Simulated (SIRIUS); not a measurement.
Runs of SIRIUS 7.10.0 on AlN. Symmetry: P6_3mc, No. 186, hexagonal system. Conventional cell: a = 3.113 Å, b = 3.113 Å, c = 4.981 Å, α = 90.00°, β = 90.00°, γ = 120.00°. Al (site symmetry 3m) is surrounded by 4 N at 1.89 Å. N (site symmetry 3m) has 4 Al at 1.89 Å as nearest neighbours. 

```csv
task,level,potentials or basis,energy tol,density tol,mixer,mixing beta,max scf,gap on the mesh (eV),pressure (GPa),V0 of scaled cells (Å³/atom),B0 (GPa),largest force (eV/Å)
single point,PBEsol,PseudoDojo 0.4.1 PBEsol standard (scalar relativistic),1e-08 Ha,1e-06,anderson,0.7,100,4.14,0.1,-,-,0.13
single point,PBE,PseudoDojo 0.4.1 PBE standard (scalar relativistic),1e-08 Ha,1e-06,anderson,0.7,100,4.22,(c),-,-,0.13
equation of state,PBE,PseudoDojo 0.4.1 PBE standard (scalar relativistic),-,-,-,-,-,-,-,(b),194,-
equation of state,PBEsol,PseudoDojo 0.4.1 PBEsol standard (scalar relativistic),-,-,-,-,-,-,-,10.46,(a),-
```

Alike in all rows: no spin polarisation; cell as given; k mesh 10 × 10 × 6; cutoff (eV) 1152; smearing fermi-dirac 0.05 eV.

**Question.** Estimate the missing entries.

**Answer.** (a) 202; (b) 10.63; (c) 3.4.

Caveats: the cell was scaled at fixed shape and fractional positions, which overstates the stiffness of a crystal with free parameters, most of all of layers and chains (some runs).

A k mesh can miss the band edges.

Not every run made on this cell is shown here.
